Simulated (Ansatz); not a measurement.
GaN: single point with HSE06 form with a typed share of exact exchange

GaN:

```
CELL_PARAMETERS angstrom
0.00000 2.13524 2.13524
2.13524 0.00000 2.13524
2.13524 2.13524 0.00000
ATOMIC_POSITIONS crystal
Ga 0.00000 0.00000 0.00000
N 0.50000 0.50000 0.50000
```

Measurements of this composition are mostly on another form, of space group No. 186.

```
Program                 : Ansatz 0.2.0
Task                    : single point
Functional              : HSE06 form with a typed share of exact exchange
Potentials or basis     : Ansatz PAW
Cutoff                  : 420 eV (not typed: the program's choice for these potentials)
k mesh                  : 6 × 6 × 6
Occupations             : fermi-dirac, width 0.05 eV
Spin                    : no spin polarisation
Screening (1/Å)         : 0.2
Share of exact exchange : 0.1
```

| Item | Value |
| --- | --- |
| Pressure | -4.5 GPa |
| Band gap on the k mesh | 0.86 eV, indirect (least direct gap 2.85 eV) |

Levels at points of the mesh, in eV from the valence-band top:
```tsv
k point	band 7	band 8	band 9	band 10	band 11	band 12
(0.00, 0.00, 0.00)	-0.49	-0.49	-0.49	2.36	14.99	14.99
(0.00, 0.00, -0.50)	-8.39	-0.20	-0.20	5.03	9.50	9.50
(0.00, -0.50, -0.50)	-7.14	-3.03	-3.03	0.86	8.20	12.42
```

It took 9.6 s on 2 threads of Arm Neoverse V1, on a shared host, peak memory 0.69 GiB.

Caveat: the k mesh is coarse (spacing up to 0.42 Å⁻¹), so the values aren't converged, least of all with exact exchange; the pressure holds a Pulay correction of +0.6 GPa for the finite cutoff; the PAW data sets come from PBE, with cores solved anew for the run's functional, which leaves a small shift of forces and pressure; the thresholds are loose for stress. A k mesh can miss the band edges.
